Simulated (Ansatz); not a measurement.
## CuO: relaxation of cell and atoms with PBE

The system is CuO.

```
Cu O
1.0
     0.00000   -2.11656   -2.11656
    -2.11656    0.00000   -2.11656
     2.11656    2.11656   -4.23312
Cu O
2 2
Direct
  0.50389 0.47699 0.48801
  0.00389 0.97699 0.98801
  0.74611 0.77301 0.76199
  0.24611 0.27301 0.26199
```

The cell comes from a database or a generator and needn't be the stable form of this composition.

- Program: Ansatz 0.2.0
- Task: relaxation of cell and atoms
- Functional: PBE
- Potentials or basis: all-electron LAPW, scalar-relativistic
- Basis error allowed: 0.002 eV/atom
- k mesh: 8 × 8 × 5
- Occupations: fermi-dirac, width 0.05 eV
- Spin: no spin polarisation

```json
{
 "Relaxed volume": "9.55 Å³/atom",
 "Relaxed cell": "a = 3.003 Å, b = 3.002 Å, c = 5.184 Å, α = 73.21°, β = 73.24°, γ = 60.07°",
 "Space group after relaxing (to 0.05 Å)": "Fm-3m (No. 225)",
 "Energy gained by relaxing": "60.2 meV/atom",
 "Ionic steps": "6",
 "Pressure after relaxing": "0.0 GPa"
}
```

The path:
```tsv
step	energy change (eV)	largest force (eV/Å)	volume (Å³)
1	0.0000	1.2275	37.93
2	-0.0787	0.9870	38.21
3	-0.2320	0.0721	37.66
4	-0.2409	0.0022	38.19
5	-0.2409	0.0001	38.20
6	-0.2409	0.0001	38.20
```

Final structure:
```
Cu O
1.0
     0.00085   -2.12567   -2.12191
    -2.12423    0.00085   -2.12191
     2.11405    2.11549   -4.23449
Cu O
2 2
Cartesian
  -0.0047 -0.0047 -4.2392
  -0.0102 2.1164 -6.3564
  -0.0070 -0.0070 -6.3587
  -0.0023 -0.0023 -2.1196
```

It took 16 min on 2 threads of AMD EPYC 7571, with other jobs on the host, peak memory 0.9 GiB.

Caveat: the k mesh is thin for a metal, which can move the energy by tens of meV per atom; the run has no spin polarisation, though such a crystal can be magnetic.
